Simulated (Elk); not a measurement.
An Elk run on TlBr with settings drawn from a wide range, so not all are converged; totals and levels move with the basis, and no second program has checked them. Theory: Elk 11.2.3 with local patches, DFT, AM05, all-electron APW+lo, Dirac cores, scalar-relativistic bands with second-variational spin-orbit coupling. Elk's input is in atomic units.

Command: `OMP_NUM_THREADS=1 elk`

```
tasks
  0
  110
  115
  10

xctype
  30

rgkmax
  7.5

gmaxvr
  10

lmaxapw
  12

lmaxo
  7

lmaxi
  2

nrmtscf
  2

nempty
  4

epspot
  1e-06

epsengy
  0.0001

maxscl
  60

swidth
  0.004

stype
  1

lradstp
  2

mixtype
  1

hmaxvr
  4

tforce
  .true.

lorbcnd
  .true.

spinorb
  .true.

sppath
  './'

avec
  7.52110997601 0.00000000000 0.00000000000
  0.00000000000 7.52110997601 0.00000000000
  0.00000000000 0.00000000000 7.52110997601

atoms
  2
  'Tl.in'
  1
  0.000000000000 0.000000000000 0.000000000000   0.000 0.000 0.000
  'Br.in'
  1
  0.500000000000 0.500000000000 0.500000000000   0.000 0.000 0.000

ngridk
  7 7 7

wplot
  120 100 1
  -0.55 0.3
```

Muffin-tin radii in the species files: Br 1.92, Tl 2.24 bohr.

The geometry is COD entry 9008825, unchecked; take it as a test cell.

Problem. What does the run give?

Solution. It refused before any iteration.
```
Error(init0): requested spin-polarised run with spin-unpolarised
 exchange-correlation functional
```
